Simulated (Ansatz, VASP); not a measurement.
## TiB4 in VASP and in Ansatz

```
CELL_PARAMETERS angstrom
3.03846 0.00000 0.00000
-1.51923 2.63138 0.00000
0.00000 0.00000 5.04263
ATOMIC_POSITIONS crystal
Ti 0.00000 0.00000 0.00000
B 0.33333 0.66667 0.30965
B 0.66667 0.33333 0.30965
B 0.33333 0.66667 0.69035
B 0.66667 0.33333 0.69035
```

Alike in both runs: task single point; functional PBE; k mesh 6 × 6 × 4; occupations gaussian, width 0.1 eV; collinear spin.

|  | VASP | Ansatz |
| --- | --- | --- |
| version | VASP 6.6.1 | Ansatz 0.2.0 |
| potentials or method | VASP PAW PBE potentials, release 64 (Ti_sv, B) | scalar-relativistic, plane waves, PAW |
| plane-wave cutoff (eV) | 520 | 420 |
| valence electrons in the cell | 24 | 24 |

```csv
,VASP,Ansatz,Ansatz less VASP
gap on the k mesh at the Fermi level (eV),none,none,-
pressure (GPa),0.1,0.0,-0.19
largest component of the traceless stress (GPa),0.05,0.06,+0.012
rms of the force components (eV/Å),0.002,0.004,+0.0023
net moment per atom (μB),0.00,0.00,0.000
```

Atom by atom the forces differ by 0.002 eV/Å (rms over components). A gap of «none» marks a metal or a gap that the smearing closes. Ansatz warned: «seeded_moment_not_kept».

Caveats: the k mesh is coarse (spacing up to 0.40 Å⁻¹), so the values aren't converged.
